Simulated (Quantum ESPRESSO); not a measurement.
A calculation with Quantum ESPRESSO 7.5 of RbCl (native input, structure typed inline):

pw.in

```
&CONTROL
  calculation = 'scf'
  prefix = 'pwscf'
  outdir = './tmp'
  pseudo_dir = './pseudo'
  tprnfor = .true.
  tstress = .true.
  disk_io = 'nowf'
/
&SYSTEM
  ibrav = 0
  nat = 2
  ntyp = 2
  ecutwfc = 60
  ecutrho = 440
  nbnd = 14
  occupations = 'smearing'
  smearing = 'fd'
  degauss = 0.00367493
/
&ELECTRONS
  conv_thr = 4d-10
  electron_maxstep = 120
  mixing_beta = 0.5
/
ATOMIC_SPECIES
Rb    85.4678 Rb_ONCV_PBE-1.0.oncvpsp.upf
Cl    35.4500 cl_pbe_v1.4.uspp.F.UPF
CELL_PARAMETERS angstrom
   0.0000000000    3.2740000000    3.2740000000
   3.2740000000    0.0000000000    3.2740000000
   3.2740000000    3.2740000000    0.0000000000
ATOMIC_POSITIONS crystal
Rb     0.0000000000    0.0000000000    0.0000000000
Cl     0.5000000000    0.5000000000    0.5000000000
K_POINTS automatic
7 7 7 0 0 0
```

Potentials or basis: SSSP 1.3 efficiency PBE.

Run with:

```console
$ OMP_NUM_THREADS=1 pw.x -in pw.in > pw.out
```

Write the same calculation in another form: ASE script, Cartesian positions.

As run:

run.py

```python
import numpy as np
from ase.calculators.espresso import Espresso, EspressoProfile
from ase.io import read

atoms = read('RbCl.xyz')

input_data = {
    'control': {'calculation': 'scf', 'prefix': 'pwscf', 'outdir': './tmp', 'tprnfor': True, 'tstress': True, 'disk_io': 'nowf'},
    'system': {'ecutwfc': 60.0, 'ecutrho': 440.0, 'nbnd': 14, 'occupations': 'smearing', 'smearing': 'fd', 'degauss': 0.00367493},
    'electrons': {'conv_thr': 4e-10, 'electron_maxstep': 120, 'mixing_beta': 0.5},
}
pseudopotentials = {'Rb': 'Rb_ONCV_PBE-1.0.oncvpsp.upf', 'Cl': 'cl_pbe_v1.4.uspp.F.UPF'}
profile = EspressoProfile(command='pw.x', pseudo_dir='pseudo')
dft = Espresso(profile=profile, input_data=input_data, pseudopotentials=pseudopotentials, kpts=(7, 7, 7), koffset=(0, 0, 0))
atoms.calc = dft

print(f'energy {atoms.get_potential_energy():.8f} eV')
print('forces (eV/A)')
print(np.round(atoms.get_forces(), 6))
print('stress (eV/A^3, Voigt)')
print(np.round(atoms.get_stress(), 8))
print(f'Fermi level {dft.get_fermi_level():.4f} eV')
```

The input RbCl.xyz:

```xyz
2
Lattice="0.0000000000 3.2740000000 3.2740000000 3.2740000000 0.0000000000 3.2740000000 3.2740000000 3.2740000000 0.0000000000" Properties=species:S:1:pos:R:3 pbc="T T T"
Rb     0.0000000000      0.0000000000      0.0000000000
Cl     3.2740000000      3.2740000000      3.2740000000
```

Potentials or basis: SSSP 1.3 efficiency PBE.

Run with:

```sh
$ OMP_NUM_THREADS=1 python run.py
```

Both were run:

|  | native input, structure typed inline | ASE script, Cartesian positions |
| --- | --- | --- |
| Pressure | 1.2 GPa | 1.2 GPa |
| Band gap on the k mesh | 5.05 eV, direct | 5.05 eV, direct |

Keys that steer only the numerical path or the files written may differ.

Caveat: an odd mesh through Γ misses points on the zone boundary, where band edges often lie.
